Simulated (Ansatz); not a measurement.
Born–Oppenheimer molecular dynamics of a periodic cell of 24 atoms, H₄CN (host H4CN, host structure P2_1/c). It goes on from the last frame of an earlier run, with new velocities.

Theory: DFT LDA, scalar-relativistic, plane waves, PAW in Ansatz. Settings: accuracy low, cutoff 420 eV, k mesh 2x2x1, fermi-dirac smearing 0.05 eV, no spin polarisation.

| Item | Value |
| --- | --- |
| ensemble | NVT, Langevin thermostat |
| time step | 0.5 fs |
| steps asked | 200 |
| set temperature | 1560 K |
| friction | 0.5 /fs |
| seed | 900642 |

Frames 5 fs apart, positions in Å.

Velocities at 5.0 fs (Å/ps):

```
H 7.78 53.42 -22.30
H -47.34 -2.95 -3.11
H -41.61 -6.06 -72.80
H -1.75 33.16 15.21
H -2.35 15.72 -34.56
H -26.51 71.65 15.96
H 11.49 10.04 33.25
H 4.86 13.60 -3.92
H 64.31 34.33 -28.11
H 2.87 -2.41 11.38
H -33.91 23.48 -37.92
H 61.35 -38.27 -26.17
H 26.19 -29.32 -19.96
H -33.77 80.05 -16.61
H 31.61 45.34 38.20
H -48.92 48.78 1.36
C -21.40 4.90 -9.89
C -3.70 -9.55 16.60
C 1.20 0.50 11.64
C -0.13 -4.98 14.53
N 10.60 -18.21 -0.19
N -0.82 1.47 -2.16
N -15.75 -8.35 -9.96
N 12.82 -3.78 -0.59
```

```xyz
24
Lattice="5.0420 0.0000 0.0000 0.0000 5.1884 0.0000 -2.5906 0.0000 6.7949" Properties=species:S:1:pos:R:3 time_fs=5.0 energy_less_start_eV=-2.606 T=1481
H 3.341 3.842 2.928
H -2.267 2.164 6.540
H 0.409 0.981 4.180
H 3.080 3.921 -1.200
H 3.120 3.678 4.676
H -2.284 0.632 5.749
H -0.391 1.013 2.709
H 4.543 4.519 -0.297
H 0.811 3.644 2.829
H -0.203 2.009 7.586
H 2.635 1.307 3.603
H 1.747 4.317 0.654
H 1.001 2.724 4.604
H 0.104 1.179 5.766
H 1.965 1.624 1.999
H 2.953 5.137 1.617
C 1.345 3.030 3.594
C -0.535 1.132 6.770
C 1.668 1.703 3.058
C 2.604 5.007 0.492
N 2.644 3.775 3.703
N -1.993 1.165 6.647
N 0.518 0.705 3.190
N 3.448 4.171 -0.257
24
Lattice="5.0420 0.0000 0.0000 0.0000 5.1884 0.0000 -2.5906 0.0000 6.7949" Properties=species:S:1:pos:R:3 time_fs=10.0 energy_less_start_eV=-1.896 T=1508
H 3.234 3.879 2.884
H -2.574 2.156 6.738
H 0.322 0.961 4.031
H 3.010 3.960 -1.077
H 2.985 3.741 4.632
H -2.396 0.903 5.779
H -0.305 1.062 2.811
H 4.410 4.647 -0.328
H 0.674 3.757 3.076
H -0.243 1.922 7.316
H 2.490 1.315 3.697
H 1.602 4.218 0.591
H 0.981 2.754 4.472
H -0.010 1.262 5.625
H 2.012 1.635 2.092
H 2.957 5.241 1.517
C 1.369 3.017 3.559
C -0.600 1.068 6.819
C 1.663 1.673 3.112
C 2.609 4.980 0.555
N 2.692 3.721 3.702
N -2.017 1.168 6.666
N 0.540 0.652 3.174
N 3.466 4.137 -0.265
24
Lattice="5.0420 0.0000 0.0000 0.0000 5.1884 0.0000 -2.5906 0.0000 6.7949" Properties=species:S:1:pos:R:3 time_fs=15.0 energy_less_start_eV=-1.643 T=1306
H 3.298 3.909 2.851
H -2.567 2.009 6.745
H 0.298 0.861 4.313
H 3.173 3.915 -1.190
H 2.988 3.841 4.675
H -2.388 0.973 5.784
H -0.273 1.141 2.894
H 4.245 4.724 -0.338
H 0.651 3.725 2.940
H -0.202 1.978 7.258
H 2.258 1.172 3.905
H 1.813 4.377 0.963
H 0.835 2.737 4.650
H -0.064 1.344 6.010
H 2.251 1.443 2.175
H 2.869 5.235 1.643
C 1.401 3.002 3.589
C -0.635 1.028 6.816
C 1.731 1.652 3.130
C 2.586 4.942 0.575
N 2.715 3.706 3.746
N -2.063 1.199 6.658
N 0.574 0.675 3.169
N 3.524 4.088 -0.217
24
Lattice="5.0420 0.0000 0.0000 0.0000 5.1884 0.0000 -2.5906 0.0000 6.7949" Properties=species:S:1:pos:R:3 time_fs=20.0 energy_less_start_eV=-1.107 T=1577
H 3.209 3.982 2.883
H -2.729 2.014 6.995
H 0.395 0.657 4.312
H 3.095 3.888 -1.141
H 3.260 3.836 4.634
H -2.270 0.781 5.685
H -0.482 1.169 3.136
H 4.359 4.701 -0.143
H 0.682 3.650 2.878
H -0.186 1.975 7.212
H 2.219 1.152 3.906
H 1.936 4.159 1.037
H 0.850 2.765 4.539
H 0.117 1.396 5.901
H 2.402 1.394 2.332
H 2.824 5.139 1.657
C 1.400 3.075 3.556
C -0.681 1.013 6.810
C 1.740 1.677 3.106
C 2.555 4.960 0.594
N 2.760 3.734 3.761
N -2.091 1.155 6.636
N 0.569 0.693 3.171
N 3.550 4.059 -0.215
24
Lattice="5.0420 0.0000 0.0000 0.0000 5.1884 0.0000 -2.5906 0.0000 6.7949" Properties=species:S:1:pos:R:3 time_fs=25.0 energy_less_start_eV=-0.982 T=1790
H 3.012 4.202 2.784
H -2.657 1.827 7.172
H 0.532 0.450 4.171
H 2.927 4.060 -0.952
H 3.308 3.767 4.634
H -2.374 0.759 5.507
H -0.352 1.283 3.041
H 4.370 4.732 -0.187
H 0.721 3.649 2.973
H -0.345 1.908 7.235
H 2.410 1.118 3.851
H 1.768 4.157 0.980
H 1.056 2.592 4.471
H 0.038 1.255 5.947
H 2.288 1.435 2.154
H 2.795 5.269 1.711
C 1.410 3.116 3.542
C -0.645 0.953 6.763
C 1.750 1.658 3.073
C 2.535 4.955 0.578
N 2.748 3.795 3.730
N -2.064 1.146 6.607
N 0.607 0.678 3.198
N 3.565 4.038 -0.200
24
Lattice="5.0420 0.0000 0.0000 0.0000 5.1884 0.0000 -2.5906 0.0000 6.7949" Properties=species:S:1:pos:R:3 time_fs=30.0 energy_less_start_eV=-1.337 T=1366
H 3.281 4.173 2.892
H -2.612 1.736 7.215
H 0.683 0.376 4.189
H 2.963 3.976 -1.145
H 3.218 3.755 4.492
H -2.440 0.685 5.792
H -0.260 1.312 3.095
H 4.426 4.606 -0.354
H 0.549 3.652 2.966
H -0.377 1.984 7.133
H 2.521 1.033 3.682
H 1.807 4.077 0.810
H 1.171 2.607 4.538
H 0.029 0.991 5.911
H 2.243 1.575 2.025
H 2.906 5.437 1.413
C 1.447 3.163 3.474
C -0.588 0.923 6.722
C 1.824 1.569 3.048
C 2.541 4.919 0.651
N 2.714 3.802 3.698
N -2.063 1.157 6.582
N 0.602 0.685 3.206
N 3.559 4.079 -0.220
24
Lattice="5.0420 0.0000 0.0000 0.0000 5.1884 0.0000 -2.5906 0.0000 6.7949" Properties=species:S:1:pos:R:3 time_fs=35.0 energy_less_start_eV=-0.949 T=1495
H 3.400 3.992 2.972
H -2.660 1.791 7.260
H 0.688 0.266 4.101
H 2.992 3.960 -1.060
H 3.225 3.873 4.583
H -2.518 0.656 5.781
H -0.340 1.212 3.194
H 4.247 4.673 -0.357
H 0.574 3.712 2.932
H -0.310 1.979 7.122
H 2.557 0.934 3.618
H 1.786 4.064 0.639
H 0.980 2.764 4.470
H 0.095 1.093 5.804
H 2.227 1.607 2.098
H 2.968 5.575 1.432
C 1.486 3.104 3.462
C -0.614 0.916 6.765
C 1.803 1.586 3.073
C 2.549 4.909 0.678
N 2.706 3.829 3.645
N -2.030 1.130 6.581
N 0.602 0.677 3.225
N 3.568 4.047 -0.260
24
Lattice="5.0420 0.0000 0.0000 0.0000 5.1884 0.0000 -2.5906 0.0000 6.7949" Properties=species:S:1:pos:R:3 time_fs=40.0 energy_less_start_eV=-0.846 T=1296
H 3.414 3.989 2.967
H -2.514 1.769 7.160
H 0.717 0.220 4.018
H 2.864 4.024 -1.203
H 3.014 3.876 4.614
H -2.351 0.785 5.664
H -0.317 1.210 3.339
H 4.279 4.769 -0.212
H 0.638 3.563 2.939
H -0.498 1.917 7.293
H 2.650 1.046 3.539
H 1.730 4.177 0.829
H 0.883 2.837 4.362
H -0.077 1.088 5.851
H 2.307 1.735 1.982
H 2.880 5.679 1.586
C 1.552 3.035 3.436
C -0.621 0.926 6.802
C 1.846 1.555 3.138
C 2.594 4.854 0.680
N 2.669 3.891 3.634
N -2.025 1.146 6.520
N 0.601 0.699 3.220
N 3.572 4.020 -0.257
24
Lattice="5.0420 0.0000 0.0000 0.0000 5.1884 0.0000 -2.5906 0.0000 6.7949" Properties=species:S:1:pos:R:3 time_fs=45.0 energy_less_start_eV=-0.435 T=1612
H 3.396 4.011 2.831
H -2.468 1.672 7.366
H 0.698 0.052 4.101
H 2.852 3.842 -0.898
H 2.830 3.749 4.546
H -2.541 1.108 5.615
H -0.269 1.253 3.216
H 4.461 4.663 -0.496
H 0.572 3.311 2.876
H -0.600 1.843 7.404
H 2.778 0.961 3.515
H 1.784 4.220 1.000
H 1.050 2.993 4.357
H -0.233 1.106 5.836
H 2.385 1.758 2.216
H 2.998 5.758 1.530
C 1.565 3.072 3.430
C -0.639 0.936 6.809
C 1.877 1.504 3.155
C 2.572 4.884 0.648
N 2.693 3.948 3.608
N -2.045 1.162 6.511
N 0.580 0.694 3.230
N 3.623 4.022 -0.233
```

Of the whole run (100 fs, mean temperature of the second half 1546 K): A run of 0.1 ps of so small a system gives no equilibrium averages. The friction is so strong that the motion is overdamped, so the time scale means little. Limits of this set-up: coarse k mesh, low accuracy level.

The run took 4.5 min on 1 thread of Arm Neoverse V1, with other jobs on the host, peak memory 0.37 GiB.
